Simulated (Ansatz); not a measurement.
**Every step of a relaxation of diamond Si (110), 3 layers**

DFT, PBEsol, PAW with Ansatz's default frozen-core files, scalar-relativistic (Ansatz 0.2.0); a Γ-centred 8×6×1 k mesh, Fermi–Dirac smearing of 0.02 eV, no spin polarisation. The run relaxes the atoms in the fixed cell.

Command: `ansatz run input.yaml --threads 2 --pin off --max-ram 4096MiB --backend cpu --events-out ev --progress --plain --runs-dir out` It took 18 s on 2 threads of Intel(R) Xeon(R) 6975P-C (Granite Rapids), on a shared host, peak memory 0.62 GiB.

```yaml
crystal:
  lattice:
    - [3.8418213899, 0.0, 0.0]
    - [0.0, 5.4331559138, 0.0]
    - [0.0, 0.0, 19.8418]
  atoms:
    - { symbol: Si, position: [0.75, 0.125, 0.4031886878] }
    - { symbol: Si, position: [0.25, 0.875, 0.4031886878] }
    - { symbol: Si, position: [0.25, 0.625, 0.5] }
    - { symbol: Si, position: [0.75, 0.375, 0.5] }
    - { symbol: Si, position: [0.75, 0.125, 0.5968113122] }
    - { symbol: Si, position: [0.25, 0.875, 0.5968113122] }
kpoints:
  mp_grid: { grid: [8, 6, 1] }
scf:
  occupations: { method: fermi_dirac, width: 0.02 }
hamiltonian:
  xc: pbesol
  pseudopotentials: { kind: paw }
output:
  forces: true
  stress: true
  eigenvalues: true
  write_density: true
  write_potential: true
  elf: true
  volumetric_format: npy
relax:
  f_tol: 0.01
  max_steps: 40
efield:
  axis: 3
  amplitude: 0
  dipole_correction: true
```

Each step lists its free energy a cell above the last geometry, and Cartesian positions (Å) with forces (eV/Å).

The first step:

```
step 1  dF = 106.46 meV
  Si 2.8814 0.6791 8.0000   0.0000 -0.5599 0.2499
  Si 0.9605 4.7540 8.0000   0.0000 0.5599 0.2499
  Si 0.9605 3.3957 9.9209   0.0000 0.0746 0.0000
  Si 2.8814 2.0374 9.9209   0.0000 -0.0746 0.0000
  Si 2.8814 0.6791 11.8418   0.0000 -0.5599 -0.2499
  Si 0.9605 4.7540 11.8418   0.0000 0.5599 -0.2499
```

The PAW files were made under PBE. Real surfaces of this kind reconstruct, which a 1×1 cell forbids.

Problem. Where does the relaxation end, and by which steps?

Solution. After 4 geometries, with a shortest distance of 2.296 Å. The further steps:
```
step 2  dF = 14.26 meV
  Si 2.8814 0.6419 8.0584   0.0000 -0.1173 0.1005
  Si 0.9605 4.7912 8.0584   0.0000 0.1173 0.1005
  Si 0.9605 3.3899 9.9209   0.0000 -0.0846 0.0000
  Si 2.8814 2.0433 9.9209   0.0000 0.0846 0.0000
  Si 2.8814 0.6419 11.7834   0.0000 -0.1173 -0.1005
  Si 0.9605 4.7912 11.7834   0.0000 0.1173 -0.1005
step 3  dF = 0.40 meV
  Si 2.8814 0.6293 8.0984   0.0000 0.0162 0.0190
  Si 0.9605 4.8039 8.0984   0.0000 -0.0162 0.0190
  Si 0.9605 3.3729 9.9209   0.0000 -0.0236 0.0000
  Si 2.8814 2.0603 9.9209   0.0000 0.0236 0.0000
  Si 2.8814 0.6293 11.7434   0.0000 0.0162 -0.0190
  Si 0.9605 4.8039 11.7434   0.0000 -0.0162 -0.0190
step 4  dF = 0.00 meV
  Si 2.8814 0.6292 8.1062   0.0000 0.0056 0.0011
  Si 0.9605 4.8040 8.1062   0.0000 -0.0056 0.0011
  Si 0.9605 3.3684 9.9209   0.0000 0.0023 0.0000
  Si 2.8814 2.0648 9.9209   0.0000 -0.0023 0.0000
  Si 2.8814 0.6292 11.7356   0.0000 0.0056 -0.0011
  Si 0.9605 4.8040 11.7356   0.0000 -0.0056 -0.0011
```
